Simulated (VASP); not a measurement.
Input:

```
ZnTe
1.0
    0.00000     3.05811     3.05811
    3.05811     0.00000     3.05811
    3.05811     3.05811     0.00000
Zn Te
1 1
Cartesian
  3.05811   0.00000   3.05811
  1.52906   1.52906   1.52906
```

Level of theory: r2SCAN meta-GGA, VASP's PBE PAW potentials (set 64) (plane waves; VASP). Numerical set-up: 520 eV cut-off, 8×8×8 Γ-centred mesh, tetrahedra with Blöchl corrections, potentials Zn Te.

Unless said otherwise, spin-orbit coupling is left out, though it shifts the bands of the heavy elements here.

Q: Tabulate the total density of states (states/eV per cell) against energy (eV; zero at the valence-band maximum or, without a gap, the Fermi level).

A: 
| E (eV) | DOS (states/eV) |
|---|---|
| -9.98 | 0.00 |
| -9.38 | 0.00 |
| -8.66 | 0.00 |
| -8.06 | 0.00 |
| -7.46 | 0.00 |
| -6.86 | 29.9 |
| -6.14 | 0.00 |
| -5.54 | 0.00 |
| -4.94 | 2.65 |
| -4.22 | 0.61 |
| -3.62 | 0.32 |
| -3.02 | 0.98 |
| -2.30 | 1.45 |
| -1.70 | 1.89 |
| -1.10 | 1.78 |
| -0.50 | 0.57 |
| 0.22 | 0.00 |
| 0.82 | 0.00 |
| 1.42 | 0.00 |
| 2.14 | 0.01 |
| 2.74 | 0.66 |
| 3.34 | 2.25 |
| 3.94 | 0.72 |
| 4.66 | 0.83 |
| 5.26 | 2.29 |
Within 2 eV below the valence-band maximum the largest weight inside VASP's projection spheres is Te p, then Zn p.

The compound is ZnTe in the zinc blende structure. It was relaxed first.
